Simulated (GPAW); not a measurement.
KTaO3:

```
CELL_PARAMETERS angstrom
3.98830 0.00000 0.00000
0.00000 3.98830 0.00000
0.00000 0.00000 3.98830
ATOMIC_POSITIONS crystal
Ta 0.00000 0.00000 0.00000
K 0.50000 0.50000 0.50000
O 0.00000 0.00000 0.50000
O 0.00000 0.50000 0.00000
O 0.50000 0.00000 0.00000
```

Base run:

* Program: GPAW 26.7.0
* Functional: r2SCAN
* Potentials or basis: GPAW PAW data sets (gpaw-data 1.2.1)
* Cutoff: 800 eV
* Basis: pw
* k mesh: 6 × 6 × 6
* Occupations: fermi-dirac, width 0.05 eV
* Spin: spin-orbit coupling, no magnetisation

Its results: band gap on the k mesh 2.44 eV, indirect (least direct gap 3.02 eV); pressure 0.3 GPa.

**Question.** The run is repeated on the same cell with these changes: functional from r2SCAN to SCAN; spin axis theta (degrees) from 90 to 54.7. What comes out?

**Answer.** Band gap on the k mesh 2.40 eV, indirect (least direct gap 2.96 eV); pressure -0.9 GPa.

Caveats: spin-orbit coupling was added after a scalar SCF, so levels and gaps hold it while energy, forces, pressure and moments don't; this program's spin-orbit splittings come out too wide for heavy elements; the PAW data sets were made with another functional, which shifts forces and pressure a little.

Not every run made on this cell is shown here.
